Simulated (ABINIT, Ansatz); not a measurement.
Planning a run of ABINIT 10.8.3 on CaO (Lime). The input:

```
acell 3*1.0 Angstrom
rprim 
  -0.000000000000 2.406500000000 2.406500000000
  2.406500000000 -0.000000000000 2.406500000000
  2.406500000000 2.406500000000 -0.000000000000
ntypat 2
znucl 20 8
natom 2
typat 1 2
xred 
  0.000000000000 0.000000000000 0.000000000000
  0.500000000000 0.500000000000 0.500000000000
pp_dirpath "pseudos"
pseudos "Ca.upf, O.upf"
ecut 36
ngkpt 6 6 6
nshiftk 1
shiftk 0 0 0
kptopt 1
chksymbreak 0
istwfk *1
occopt 1
irdwfk 1
optdriver 99
bs_calctype 1
mbpt_sciss 2.173 eV
bs_loband 6
nband 11
bs_exchange_term 0
bs_coulomb_term 11
bs_coupling 0
bs_algorithm 1
bs_freq_mesh 0 10 0.1 eV
zcut 0.15 eV
ecuteps 4
ecutwfn 18
inclvkb 2
irdscr 1
indata_prefix "in"
outdata_prefix "out"
tmpdata_prefix "tmp"
```

```sh
OMP_NUM_THREADS=1 mpirun -n 8 abinit run.abi > log
```

**Question.** How long will it take on 8 MPI ranks of Arm Neoverse V2, shared host, and how much memory?

It took 58 s; on shared hardware allow 29 s to 1.9 min. Peak host memory was 0.61 GiB.

The kernel grows as the square of the matrix size, and full diagonalisation as its cube.

[Paths, hosts, dates, memory and timing lines, banners, echoed tables and standing remarks are left out of the program output.]

[Logs are printed without paths, hosts, clocks, repeated set-up lines and the standing remarks that a program may print on its own settings, such as how far it seeks lower states.]

[Runs of the session that timed out or met a known fault of the program may be left out.]

[Hosts, paths, dates, database ids (printed as entryN), source tags and the programs' standing remarks are cut or masked in the printed files.]

[G0W0 gaps are taken among the corrected bands and points alone; a level outside them can change the order at an edge.]

[Where Ansatz stands beside ABINIT at settings called matched, ABINIT's density can come from a denser mesh and the files from another edition; pairs whose starting gaps differed by over 0.03 eV were left out, so agreement reads better than it is.]
